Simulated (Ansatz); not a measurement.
# MoSe2: the cost of one run

Program: Ansatz 0.2.0. Level of theory: DFT PBE+D3(BJ), scalar-relativistic, plane waves, PAW. These are calculated values, not measurements.

The COD entry's cell or inner coordinates are ideal or old and differ from later refinements, so a difference from it is no clean test against experiment.

3 further runs of the same task are left out: 3 set aside as unsound or not needed.

## 1. The starting structure

It takes space group P6_3/mmc (No. 194, hexagonal). The conventional cell has a = 3.277 Å, b = 3.277 Å, c = 12.732 Å, α = 90.00°, β = 90.00°, γ = 120.00°. Mo (site symmetry -6m2) is surrounded by 6 Se at 2.53 Å. Se (site symmetry 3m) is surrounded by 3 Mo at 2.53 Å.

Structure file:

```cif
data_structure
_symmetry_space_group_name_H-M 'P6_3/mmc'
_symmetry_Int_Tables_number 194
_cell_length_a 3.2771
_cell_length_b 3.2771
_cell_length_c 12.7324
_cell_angle_alpha 90.000
_cell_angle_beta 90.000
_cell_angle_gamma 120.000
_cell_volume 118.41
loop_
_atom_site_label
_atom_site_type_symbol
_atom_site_symmetry_multiplicity
_atom_site_Wyckoff_symbol
_atom_site_fract_x
_atom_site_fract_y
_atom_site_fract_z
_atom_site_occupancy
Mo1 Mo 2 c 0.33333 0.66667 0.25000 1
Se1 Se 4 f 0.33333 0.66667 0.61852 1
```

It is the result of an earlier relaxation at this level (volume 19.74 Å³/atom; gap on the mesh: 0.85 eV).

## 2. Relaxing at 5 GPa

What is minimised here is the enthalpy; the energy can go up as the cell is squeezed.

File input.yaml:

```yaml
crystal:
  lattice:
    - [3.2770523395, 0.0, 0.0]
    - [-1.6385261698, 2.8380105755, 0.0]
    - [0.0, 0.0, 12.7323597939]
  atoms:
    - { symbol: Mo, position: [0.3333333333, 0.6666666667, 0.25] }
    - { symbol: Mo, position: [0.6666666667, 0.3333333333, 0.75] }
    - { symbol: Se, position: [0.3333333333, 0.6666666667, 0.6185213339] }
    - { symbol: Se, position: [0.6666666667, 0.3333333333, 0.1185213339] }
    - { symbol: Se, position: [0.3333333333, 0.6666666667, 0.8814786661] }
    - { symbol: Se, position: [0.6666666667, 0.3333333333, 0.3814786661] }
basis:
  ecutwfc: 420
kpoints:
  mp_grid: { grid: [9, 9, 2] }
hamiltonian:
  xc: pbe
  dispersion: d3bj
scf:
  occupations: { method: fixed }
output:
  forces: true
  stress: true
  eigenvalues: true
relax:
  adjacent_minimum: "off"
  f_tol: 0.001
  max_steps: 60
  cell: { stress_tol: 0.02, p_target: 5.0 }
```

Command:

```bash
ansatz run input.yaml --threads 4 --pin off --max-ram 10240MiB --backend cpu --events-out ev --progress --plain --runs-dir out
```

Q: Estimate wall time and peak memory on 4 threads of Arm Neoverse V2, shared host.

About 15 s, with a peak of 0.54 GiB.
